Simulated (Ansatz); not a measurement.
Crystal: Rb.

```
Rb
1.0
    -2.80250    2.80250    2.80250
     2.80250   -2.80250    2.80250
     2.80250    2.80250   -2.80250
Rb
1
Direct
  0.00000 0.00000 0.00000
```

Base run:

- Program: Ansatz 0.2.0
- Functional: RPBE
- Potentials or basis: all-electron LAPW, scalar-relativistic
- Cutoff: 52 eV
- Density cutoff: 206 eV
- Basis error allowed: 0.001 eV/atom
- k mesh: 7 × 7 × 7
- Occupations: fermi-dirac, width 0.05 eV
- Spin: no spin polarisation

Its results: pressure 0.4 GPa.

Problem. The run is repeated on the same cell with these changes: functional from RPBE to LDA. What comes out?

Solution. Pressure -0.4 GPa.

LDA binds more tightly than RPBE, so the same cell stands under less pressure.

Not every run made on this cell is shown here.
